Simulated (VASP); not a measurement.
Write the native input for VASP 6.6.1 that does the following.

* Task: work function
* Functional: PBE
* Potentials or basis: VASP PAW PBE potentials, release 64 (Nb_sv)
* Cutoff: 520 eV
* k mesh: 12 × 12 × 1
* Occupations: methfessel-paxton, width 0.1 eV
* Spin: no spin polarisation
* Dipole correction: yes
* Further INCAR settings: ALGO = Normal; EDIFF = 1e-06

The structure of Nb lies in POSCAR:

```
Nb                                      
1.0
    2.8655568500      0.0000000000      0.0000000000
   -0.9551856200      2.7016728600      0.0000000000
    0.0000000000      0.0000000000     28.2800156200
  Nb            
     4
Selective dynamics
Direct
     0.0000000000000000    0.0000000000000000    0.3758993900000007   F   F   F
     0.5000000000000000    0.5000000000000000    0.4546111963273706   T   T   T
     0.0000000000000000    0.0000000000000000    0.5379934995542436   T   T   T
     0.5000000000000000    0.5000000000000000    0.6167421569931275   T   T   T
```

The cell was built by a generator and needn't be a form met in nature.

One way to write it, as run:

INCAR

```
SYSTEM = Nb
  ALGO = Normal
  DIPOL = 0.5 0.5 0.500
  EDIFF = 1E-6
  ENCUT = 520
  GGA = PE
  IDIPOL = 3
  ISIF = 2
  ISMEAR = 1
  LASPH = .True.
  LCHARG = .True.
  LDIPOL = .True.
  LELF = .True.
  LREAL = .False.
  LVACPOTAV = .True.
  LVHAR = .True.
  LWAVE = .False.
  NELM = 60
  PREC = Accurate
  SIGMA = 0.1
```

KPOINTS

```
k-points
0
Gamma
  12 12 1
  0 0 0
```

Potentials or basis: VASP PAW PBE potentials, release 64 (Nb_sv).

The run is started by

```bash
$ cat potpaw_PBE.64/Nb_sv/POTCAR > POTCAR
$ mpirun -np 1 vasp_std > vasp.out
```

Results of the run:

```
Largest force                   : 0.004 eV/Å
Band gap on the k mesh          : none (metal or under the smearing width)
Work function of the upper face : 4.49 eV
Work function of the lower face : 4.49 eV
```

It took 6.7 min on 1 thread of AMD EPYC 9R45 96-Core Processor (Zen 5), with other jobs on the host, peak memory 0.43 GiB.
